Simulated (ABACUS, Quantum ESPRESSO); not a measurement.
**Li2Se: energy against volume and a worked fit**

It takes space group Fm-3m (No. 225, cubic). The conventional cell has a = 6.005 Å, b = 6.005 Å, c = 6.005 Å, α = 90.00°, β = 90.00°, γ = 90.00°. Se (site symmetry m-3m) is surrounded by 8 Li at 2.60 Å. Around Li (site symmetry -43m) lie 4 Se at 2.60 Å.

The cell was scaled at fixed shape and fractions and run with Quantum ESPRESSO, SSSP 1.3 efficiency PBE, cutoff 748 eV; PBE, k mesh 8 × 8 × 8 on the cell of 3 atoms, fermi-dirac occupations of 0.05 eV, no spin polarisation, no spin-orbit coupling. Energies are those that the program minimises, any entropy of the smearing included.

| V (Å³/atom) | energy over the lowest row (meV/atom) |
| --- | --- |
| 16.9623 | 7.992 |
| 17.3232 | 3.526 |
| 17.6841 | ? |
| 18.0450 | 0.000 |
| 18.4059 | 0.609 |
| 18.7668 | 2.606 |
| 19.1277 | 5.862 |

Q: Fit the third-order Birch-Murnaghan form, give V0, B0 and B′, and predict the energy left open.

A: With y = (V0/V)^(2/3), E = E0 + (9 V0 B0/16) [(y - 1)³ B′ + (y - 1)² (6 - 4y)]. Least squares through the rows shown give V0 = 18.0760 Å³/atom, E0 = -0.006 meV, B0 = 33.69 GPa (1 eV/Å³ = 160.218 GPa) and B′ = 3.88, with a largest miss of 0.001 meV. At V = 17.6841 the form with these constants gives 0.920 meV; the run gave 0.920 meV an atom. Other set-ups at this level, from all their volumes (Å³/atom, GPa): ABACUS, PseudoDojo NC SR 0.4.1 PBE standard, plane waves: V0 18.066, B0 33.67.
